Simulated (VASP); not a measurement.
# TiO2 (P4_2/mnm) in VASP: notebook, part 2 of 3

VASP 6.6.1.

### Step 3. Dielectric tensor, PBE

Input file INCAR:

```
SYSTEM = TiO2
PREC = Accurate
ENCUT = 280
EDIFF = 1E-8
ISMEAR = 0
SIGMA = 0.01
LREAL = .FALSE.
LASPH = .TRUE.
NELM = 100
ALGO = Normal
ISIF = 2
LWAVE = .FALSE.
LCHARG = .FALSE.
GGA = PE
LEPSILON = .TRUE.
```

Input file KPOINTS:

```
regular mesh
0
G
  3 3 5
  0 0 0
```

Input file POSCAR:

```
TiO2
1.0
    4.5998373239      0.0000000000      0.0000000000
    0.0000000000      4.5998373239      0.0000000000
    0.0000000000      0.0000000000      2.9592135600
Ti O
2 4
Direct
    0.0000000000      0.0000000000      0.5000000000
    0.5000000000      0.5000000000      0.0000000000
    0.3043213200      0.3043213200      0.5000000000
    0.1956786800      0.8043213200      0.0000000000
    0.8043213200      0.1956786800      0.0000000000
    0.6956786800      0.6956786800      0.5000000000
```

Potentials or basis: VASP PAW PBE potentials, release 64 (Ti_sv, O).

On the command line:

```console
$ cat potpaw_PBE.64/Ti_sv/POTCAR potpaw_PBE.64/O/POTCAR > POTCAR
$ mpirun -np 1 vasp_std > vasp.out
```

OUTCAR:

```text
SYSTEM = TiO2
   PREC = Accurate
   ENCUT = 280
   EDIFF = 1E-8
   ISMEAR = 0
   LREAL = .FALSE.
   LASPH = .TRUE.
   NELM = 100
   ISIF = 2
   GGA = PE
   LEPSILON = .TRUE.

 Found      9 irreducible k-points:

 Following reciprocal coordinates:
            Coordinates               Weight
  0.000000  0.000000  0.000000      1.000000
  0.333333  0.000000  0.000000      4.000000
  0.333333  0.333333  0.000000      4.000000
  0.000000  0.000000  0.200000      2.000000
  0.333333  0.000000  0.200000      8.000000
  0.333333  0.333333  0.200000      8.000000
   k-points           NKPTS =      9   k-points in BZ     NKDIM =      9   number of bands    NBANDS=     28
[... 340 lines left out ...]

 PIEZOELECTRIC TENSOR (including local field effects)  for field in x, y, z        (e  Angst)
          XX          YY          ZZ          XY          YZ          ZX
  --------------------------------------------------------------------------------
  x     0.00000     0.00000     0.00000     0.00000     0.00000     0.00000
  y     0.00000     0.00000     0.00000     0.00000     0.00000     0.00000
  z     0.00000     0.00000     0.00000     0.00000     0.00000     0.00000

 PIEZOELECTRIC TENSOR (including local field effects)  for field in x, y, z        (C/m^2)
          XX          YY          ZZ          XY          YZ          ZX
  --------------------------------------------------------------------------------
  x     0.00000     0.00000     0.00000     0.00000     0.00000     0.00000
  y     0.00000     0.00000     0.00000     0.00000     0.00000     0.00000
  z     0.00000     0.00000     0.00000     0.00000     0.00000     0.00000

 BORN EFFECTIVE CHARGES (including local field effects) (in |e|, cummulative output)
 ---------------------------------------------------------------------------------
 ion    1
    1     6.38732     1.02620     0.00000
    2     1.02620     6.38732     0.00000
    3     0.00000     0.00000     7.81657
 ion    2
    1     6.38732    -1.02620     0.00000
    2    -1.02620     6.38732     0.00000
    3     0.00000     0.00000     7.81657
 ion    3
    1    -3.19366    -1.86956     0.00000
    2    -1.86956    -3.19366     0.00000
    3     0.00000     0.00000    -3.90829
 ion    4
    1    -3.19366     1.86956     0.00000
    2     1.86956    -3.19366     0.00000
    3     0.00000     0.00000    -3.90829
 ion    5
    1    -3.19366     1.86956     0.00000
    2     1.86956    -3.19366     0.00000
    3     0.00000     0.00000    -3.90829
 ion    6
    1    -3.19366    -1.86956     0.00000
    2    -1.86956    -3.19366     0.00000
    3     0.00000     0.00000    -3.90829
```

OSZICAR:

```text
[... 13 lines left out ...]
RMM:  10    -0.144411009987E+01   -0.49989E-04    0.15422E-04  1025   0.111E-02    0.694E-04
RMM:  11    -0.144410597386E+01    0.41260E-05    0.11403E-04  1115   0.590E-03    0.605E-04
RMM:  12    -0.144412547846E+01   -0.19505E-04    0.72245E-05  1038   0.411E-03    0.221E-04
RMM:  13    -0.144411896471E+01    0.65137E-05    0.29447E-05  1099   0.283E-03    0.868E-05
RMM:  14    -0.144412047042E+01   -0.15057E-05    0.28444E-05  1112   0.227E-03    0.518E-05
RMM:  15    -0.144412289697E+01   -0.24266E-05    0.15621E-05  1083   0.201E-03    0.257E-05
RMM:  16    -0.144412251311E+01    0.38387E-06    0.82070E-06  1008   0.185E-03    0.113E-05
RMM:  17    -0.144412254727E+01   -0.34160E-07    0.34375E-06   971   0.178E-03    0.157E-05
RMM:  18    -0.144412297875E+01   -0.43148E-06    0.33244E-07   916   0.175E-03    0.539E-06
```

stdout:

```text
POSCAR found type information on POSCAR TiO
 POSCAR found :  2 types and       6 ions
 scaLAPACK will be used
 LDA part: xc-table for (Slater+PW92), standard interpolation
 POSCAR, INCAR and KPOINTS ok, starting setup
 FFT: planning ... GRIDC
 FFT: planning ... GRID_SOFT
 FFT: planning ... GRID
 WAVECAR not read
 entering main loop
 Linear response reoptimize wavefunctions to high precision
 Linear response G [H, r] |phi>, progress :
  Direction:   1
 Linear response G [H, r] |phi>, progress :
  Direction:   2
 Linear response G [H, r] |phi>, progress :
  Direction:   3
 Linear response to external field (no local field effect), progress :
  Direction:   1
 dielectric tensor                  component  1 :     7.822    -0.609    -1.322
 Linear response to external field (no local field effect), progress :
  Direction:   2
 dielectric tensor                  component  2 :    -0.609     7.576    -0.272
 Linear response to external field (no local field effect), progress :
  Direction:   3
 dielectric tensor                  component  3 :    -1.322    -0.273     9.071
 Linear response to external field, progress :
  Direction:   1
 dielectric tensor                  component  1 :     7.498    -0.595    -0.813
 Linear response to external field, progress :
  Direction:   2
 dielectric tensor                  component  2 :    -0.595     7.498    -0.813
 Linear response to external field, progress :
  Direction:   3
 dielectric tensor                  component  3 :    -1.321    -0.273     8.964
 Born effective charges drift removed
```

It took 1.9 min on 1 thread of Intel Xeon 6975P-C (Granite Rapids), shared host; peak memory 0.15 GiB.

The run converged, but a check on its numbers failed (symmetry, net force, bounds or a known fault of this set-up), so they aren't taken as properties of the crystal.

Caveat: the k mesh is coarse (spacing up to 0.46 Å⁻¹), so the values aren't converged; the cutoff lies under the usual one of these potentials, so the numbers hold a large basis-set error; an odd mesh through Γ misses points on the zone boundary, where band edges often lie.

### Step 4. Dielectric tensor, PBE

INCAR: that of step 3 with these lines changed.

```diff
@@ -2,3 +2,3 @@
 PREC = Accurate
-ENCUT = 280
+ENCUT = 460
 EDIFF = 1E-8
```

Input file KPOINTS:

```
regular mesh
0
G
  3 3 4
  0 0 0
```

POSCAR is that of step 3.

Potentials or basis: VASP PAW PBE potentials, release 64 (Ti_sv, O).

On the command line:

```console
$ cat potpaw_PBE.64/Ti_sv/POTCAR potpaw_PBE.64/O/POTCAR > POTCAR
$ mpirun -np 1 vasp_std > vasp.out
```

OUTCAR:

```text
SYSTEM = TiO2
   PREC = Accurate
   ENCUT = 460
   EDIFF = 1E-8
   ISMEAR = 0
   LREAL = .FALSE.
   LASPH = .TRUE.
   NELM = 100
   ISIF = 2
   GGA = PE
   LEPSILON = .TRUE.

 Found      9 irreducible k-points:

 Following reciprocal coordinates:
            Coordinates               Weight
  0.000000  0.000000  0.000000      1.000000
  0.333333  0.000000  0.000000      4.000000
  0.333333  0.333333  0.000000      4.000000
  0.000000  0.000000  0.250000      2.000000
  0.333333  0.000000  0.250000      8.000000
  0.333333  0.333333  0.250000      8.000000
   k-points           NKPTS =      9   k-points in BZ     NKDIM =      9   number of bands    NBANDS=     28
   number of dos      NEDOS =    301   number of ions     NIONS =      6
   total plane-waves  NPLWV =  24576
   dimension x,y,z NGX =    32 NGY =   32 NGZ =   24
   dimension x,y,z NGXF=    64 NGYF=   64 NGZF=   48
   ions per type =               2   4
   NGX,Y,Z   is equivalent  to a cutoff of  11.57, 11.57, 13.48 a.u.
   NGXF,Y,Z  is equivalent  to a cutoff of  23.13, 23.13, 26.97 a.u.
 SYSTEM =  TiO2
   PREC   = accura    normal or accurate (medium, high low for compatibility)
   ISTART =      0    job   : 0-new  1-cont  2-samecut
   ICHARG =      2    charge: 1-file 2-atom 10-const
   ISPIN  =      1    spin polarized calculation?
   LNONCOLLINEAR =      F non collinear calculations
   LSORBIT =      F    spin-orbit coupling
   LASPH  =      T    aspherical Exc in radial PAW
   ENCUT  =  460.0 eV  33.81 Ry    5.81 a.u.   8.04  8.04  5.18*2*pi/ulx,y,z
   NELM   =    100;   NELMIN=  2; NELMDL= -5     # of ELM steps
   EDIFF  = 0.1E-07   stopping-criterion for ELM
   LREAL  =      F    real-space projection
   EDIFFG = 0.1E-06   stopping-criterion for IOM
   NSW    =      0    number of steps for IOM
   IBRION =     -1    ionic relax: 0-MD 1-quasi-New 2-CG
   NFREE  =      0    steps in history (QN), initial steepest desc. (CG)
   ISIF   =      2    stress and relaxation
   ISYM   =      2    0-nonsym 1-usesym 2-fastsym
   POTIM  = 0.5000    time-step for ionic-motion
   TEBEG  =    0.0;   TEEND  =   0.0 temperature during run
[... 272 lines left out ...]
  free energy    TOTEN  =        -1.19339300 eV

  energy without entropy =       -1.19339300

------------------------ aborting loop because EDIFF is reached ----------------------------------------

--------------------------------------- Ionic step        2  -------------------------------------------

------------------------ aborting loop because EDIFF is reached ----------------------------------------

--------------------------------------- Ionic step        3  -------------------------------------------

 Free energy of the ion-electron system (eV)
  ---------------------------------------------------
  ---------------------------------------------------
  free energy    TOTEN  =        -1.49556833 eV

  energy without entropy =       -1.49556833

------------------------ aborting loop because EDIFF is reached ----------------------------------------

 PIEZOELECTRIC TENSOR FIELD DIRECTION 3  (e Angst)
 -----------------------------------------------------------------------------
    -0.00238 -0.00000  0.00000           (  0.00006  0.00000  0.00000)
     0.00000 -0.00238  0.00000           (  0.00000  0.00006  0.00000)
     0.00000  0.00000  0.00260           (  0.00000  0.00000 -0.00027)

 PIEZOELECTRIC TENSOR FIELD DIRECTION 3  (C/m^2)
 -----------------------------------------------------------------------------
    -0.00061 -0.00000  0.00000
     0.00000 -0.00061  0.00000
     0.00000  0.00000  0.00066

 MACROSCOPIC STATIC DIELECTRIC TENSOR (including local field effects in DFT)
 ------------------------------------------------------
           7.582714     0.000000     0.000000
           0.000000     7.582714     0.000000
           0.000000     0.000000     9.244301
 ------------------------------------------------------

 PIEZOELECTRIC TENSOR (including local field effects)  for field in x, y, z        (e  Angst)
          XX          YY          ZZ          XY          YZ          ZX
  --------------------------------------------------------------------------------
  x     0.00000     0.00000     0.00000     0.00000     0.00000     0.00000
  y     0.00000     0.00000     0.00000     0.00000     0.00000     0.00000
  z     0.00000     0.00000     0.00000     0.00000     0.00000     0.00000

 PIEZOELECTRIC TENSOR (including local field effects)  for field in x, y, z        (C/m^2)
          XX          YY          ZZ          XY          YZ          ZX
  --------------------------------------------------------------------------------
  x     0.00000     0.00000     0.00000     0.00000     0.00000     0.00000
  y     0.00000     0.00000     0.00000     0.00000     0.00000     0.00000
  z     0.00000     0.00000     0.00000     0.00000     0.00000     0.00000

 BORN EFFECTIVE CHARGES (including local field effects) (in |e|, cummulative output)
 ---------------------------------------------------------------------------------
 ion    1
    1     6.43232     1.00838     0.00000
    2     1.00838     6.43232     0.00000
    3     0.00000     0.00000     7.96512
 ion    2
    1     6.43232    -1.00838     0.00000
    2    -1.00838     6.43232     0.00000
    3     0.00000     0.00000     7.96512
 ion    3
    1    -3.21616    -1.87987     0.00000
    2    -1.87987    -3.21616     0.00000
    3     0.00000     0.00000    -3.98256
 ion    4
    1    -3.21616     1.87987     0.00000
    2     1.87987    -3.21616     0.00000
    3     0.00000     0.00000    -3.98256
 ion    5
    1    -3.21616     1.87987     0.00000
    2     1.87987    -3.21616     0.00000
    3     0.00000     0.00000    -3.98256
 ion    6
    1    -3.21616    -1.87987     0.00000
    2    -1.87987    -3.21616     0.00000
    3     0.00000     0.00000    -3.98256
```

OSZICAR:

```text
N       E                     dE             d eps       ncg     rms          rms(c)
DAV:   1     0.643260199251E+03    0.64326E+03   -0.23941E+04   504   0.187E+03
DAV:   2     0.437122213691E+02   -0.59955E+03   -0.58144E+03   536   0.564E+02
DAV:   3    -0.649522652155E+02   -0.10866E+03   -0.10723E+03   796   0.207E+02
[... 11 lines left out ...]
RMM:  11    -0.149553750410E+01    0.52444E-05   -0.75666E-06  1037   0.582E-03    0.988E-04
RMM:  12    -0.149555657498E+01   -0.19071E-04   -0.78951E-06  1017   0.370E-03    0.234E-04
RMM:  13    -0.149556707511E+01   -0.10500E-04   -0.90001E-06  1096   0.213E-03    0.126E-04
RMM:  14    -0.149556505591E+01    0.20192E-05   -0.14809E-06  1055   0.145E-03    0.533E-05
RMM:  15    -0.149556689961E+01   -0.18437E-05   -0.38591E-06  1084   0.108E-03    0.247E-05
RMM:  16    -0.149556775862E+01   -0.85901E-06   -0.10322E-06   946   0.903E-04    0.201E-05
RMM:  17    -0.149556833194E+01   -0.57332E-06   -0.42394E-06   935   0.834E-04    0.823E-06
```

stdout:

```text
POSCAR found type information on POSCAR TiO
 POSCAR found :  2 types and       6 ions
 scaLAPACK will be used
 LDA part: xc-table for (Slater+PW92), standard interpolation
 POSCAR, INCAR and KPOINTS ok, starting setup
 FFT: planning ... GRIDC
 FFT: planning ... GRID_SOFT
 FFT: planning ... GRID
 WAVECAR not read
 entering main loop
 Linear response reoptimize wavefunctions to high precision
 Linear response G [H, r] |phi>, progress :
  Direction:   1
 Linear response G [H, r] |phi>, progress :
  Direction:   2
 Linear response G [H, r] |phi>, progress :
  Direction:   3
 Linear response to external field (no local field effect), progress :
  Direction:   1
 dielectric tensor                  component  1 :     7.848    -0.670    -0.752
 Linear response to external field (no local field effect), progress :
  Direction:   2
 dielectric tensor                  component  2 :    -0.670     7.732    -0.085
 Linear response to external field (no local field effect), progress :
  Direction:   3
 dielectric tensor                  component  3 :    -0.752    -0.085     9.357
 Linear response to external field, progress :
  Direction:   1
 dielectric tensor                  component  1 :     7.583    -0.655    -0.430
 Linear response to external field, progress :
  Direction:   2
 dielectric tensor                  component  2 :    -0.655     7.583    -0.430
 Linear response to external field, progress :
  Direction:   3
 dielectric tensor                  component  3 :    -0.751    -0.086     9.244
 Born effective charges drift removed
```

Run time: 2.3 min. Hardware: 1 thread of Intel Xeon 6975P-C (Granite Rapids), shared host; peak memory 0.2 GiB.

The run converged, but some of its settings lie outside the range that counts as converged, so its numbers aren't taken as properties of the crystal.

What came out:

```yaml
Band_gap_on_the_k_mesh: 1.83 eV, direct
Electronic_dielectric_tensor_diagonal: 7.58, 7.58, 9.24
Born_charges_mean_of_the_diagonal: Ti +6.94; O -3.47 e
```

Caveat: the k mesh is coarse (spacing up to 0.53 Å⁻¹), so the values aren't converged; an odd mesh through Γ misses points on the zone boundary, where band edges often lie.

### Step 5. Dielectric tensor, PBE

INCAR: that of step 4 with these lines changed.

```diff
@@ -2,3 +2,3 @@
 PREC = Accurate
-ENCUT = 460
+ENCUT = 280
 EDIFF = 1E-8
```

Input file KPOINTS:

```
regular mesh
0
G
  4 4 6
  0 0 0
```

POSCAR is that of step 4.

Potentials or basis: VASP PAW PBE potentials, release 64 (Ti_sv, O).

On the command line:

```console
$ cat potpaw_PBE.64/Ti_sv/POTCAR potpaw_PBE.64/O/POTCAR > POTCAR
$ mpirun -np 1 vasp_std > vasp.out
```

OUTCAR:

```text
SYSTEM = TiO2
   PREC = Accurate
   ENCUT = 280
   EDIFF = 1E-8
   ISMEAR = 0
   LREAL = .FALSE.
   LASPH = .TRUE.
   NELM = 100
   ISIF = 2
   GGA = PE
   LEPSILON = .TRUE.

 Found     24 irreducible k-points:

 Following reciprocal coordinates:
            Coordinates               Weight
  0.000000  0.000000  0.000000      1.000000
  0.250000  0.000000  0.000000      4.000000
  0.500000  0.000000  0.000000      2.000000
  0.250000  0.250000  0.000000      4.000000
  0.500000  0.250000  0.000000      4.000000
  0.500000  0.500000  0.000000      1.000000
   k-points           NKPTS =     24   k-points in BZ     NKDIM =     24   number of bands    NBANDS=     28
   number of dos      NEDOS =    301   number of ions     NIONS =      6
   total plane-waves  NPLWV =  12544
   dimension x,y,z NGX =    28 NGY =   28 NGZ =   16
   dimension x,y,z NGXF=    56 NGYF=   56 NGZF=   32
   ions per type =               2   4
   NGX,Y,Z   is equivalent  to a cutoff of  10.12, 10.12,  8.99 a.u.
   NGXF,Y,Z  is equivalent  to a cutoff of  20.24, 20.24, 17.98 a.u.
 SYSTEM =  TiO2
   PREC   = accura    normal or accurate (medium, high low for compatibility)
   ISTART =      0    job   : 0-new  1-cont  2-samecut
   ICHARG =      2    charge: 1-file 2-atom 10-const
[... 312 lines left out ...]
 -----------------------------------------------------------------------------
    -0.00106  0.00000  0.00000           (  0.00013  0.00000  0.00000)
     0.00000 -0.00106  0.00000           (  0.00000  0.00013  0.00000)
     0.00000  0.00000  0.00022           (  0.00000  0.00000 -0.00033)

 PIEZOELECTRIC TENSOR FIELD DIRECTION 3  (C/m^2)
 -----------------------------------------------------------------------------
    -0.00027  0.00000  0.00000
     0.00000 -0.00027  0.00000
     0.00000  0.00000  0.00006

 MACROSCOPIC STATIC DIELECTRIC TENSOR (including local field effects in DFT)
 ------------------------------------------------------
           7.355284    -0.000000     0.000000
           0.000000     7.355284     0.000000
           0.000000     0.000000     8.822184
 ------------------------------------------------------

 PIEZOELECTRIC TENSOR (including local field effects)  for field in x, y, z        (e  Angst)
          XX          YY          ZZ          XY          YZ          ZX
  --------------------------------------------------------------------------------
  x     0.00000     0.00000     0.00000     0.00000     0.00000     0.00000
  y     0.00000     0.00000     0.00000     0.00000     0.00000     0.00000
  z     0.00000     0.00000     0.00000     0.00000     0.00000     0.00000

 PIEZOELECTRIC TENSOR (including local field effects)  for field in x, y, z        (C/m^2)
          XX          YY          ZZ          XY          YZ          ZX
  --------------------------------------------------------------------------------
  x     0.00000     0.00000     0.00000     0.00000     0.00000     0.00000
  y     0.00000     0.00000     0.00000     0.00000     0.00000     0.00000
  z     0.00000     0.00000     0.00000     0.00000     0.00000     0.00000

 BORN EFFECTIVE CHARGES (including local field effects) (in |e|, cummulative output)
 ---------------------------------------------------------------------------------
 ion    1
    1     6.30946     1.05086     0.00000
    2     1.05086     6.30946     0.00000
    3     0.00000     0.00000     7.72276
 ion    2
    1     6.30946    -1.05086     0.00000
    2    -1.05086     6.30946     0.00000
    3     0.00000     0.00000     7.72276
 ion    3
    1    -3.15473    -1.83295     0.00000
    2    -1.83295    -3.15473     0.00000
    3     0.00000     0.00000    -3.86138
 ion    4
    1    -3.15473     1.83295     0.00000
    2     1.83295    -3.15473     0.00000
    3     0.00000     0.00000    -3.86138
 ion    5
    1    -3.15473     1.83295     0.00000
    2     1.83295    -3.15473     0.00000
    3     0.00000     0.00000    -3.86138
 ion    6
    1    -3.15473    -1.83295     0.00000
    2    -1.83295    -3.15473     0.00000
    3     0.00000     0.00000    -3.86138
```

OSZICAR:

```text
N       E                     dE             d eps       ncg     rms          rms(c)
DAV:   1     0.509367127920E+03    0.50937E+03   -0.18152E+04  1352   0.138E+03
DAV:   2     0.139387958321E+01   -0.50797E+03   -0.49244E+03  1708   0.469E+02
DAV:   3    -0.649193337528E+02   -0.66313E+02   -0.65906E+02  1976   0.164E+02
DAV:   4    -0.690756533736E+02   -0.41563E+01   -0.41540E+01  1860   0.381E+01
[... 11 lines left out ...]
RMM:  14    -0.141871644991E+01   -0.64273E-05   -0.88028E-06  2964   0.247E-03    0.106E-04
RMM:  15    -0.141871775786E+01   -0.13079E-05   -0.23646E-06  3007   0.201E-03    0.728E-05
RMM:  16    -0.141871669569E+01    0.10622E-05   -0.36907E-06  2592   0.180E-03    0.913E-05
RMM:  17    -0.141871767353E+01   -0.97783E-06    0.38940E-06  2609   0.173E-03    0.556E-05
RMM:  18    -0.141871921109E+01   -0.15376E-05   -0.26921E-06  2524   0.171E-03    0.232E-05
RMM:  19    -0.141871878212E+01    0.42897E-06    0.11967E-06  2057   0.166E-03    0.470E-06
```

Run time: 3.1 min. Hardware: 1 thread of Intel Xeon 6975P-C (Granite Rapids), shared host; peak memory 0.19 GiB.

The run converged, but a check on its numbers failed (symmetry, net force, bounds or a known fault of this set-up), so they aren't taken as properties of the crystal.

Caveat: the cutoff lies under the usual one of these potentials, so the numbers hold a large basis-set error.

[end of part 2 of 3]
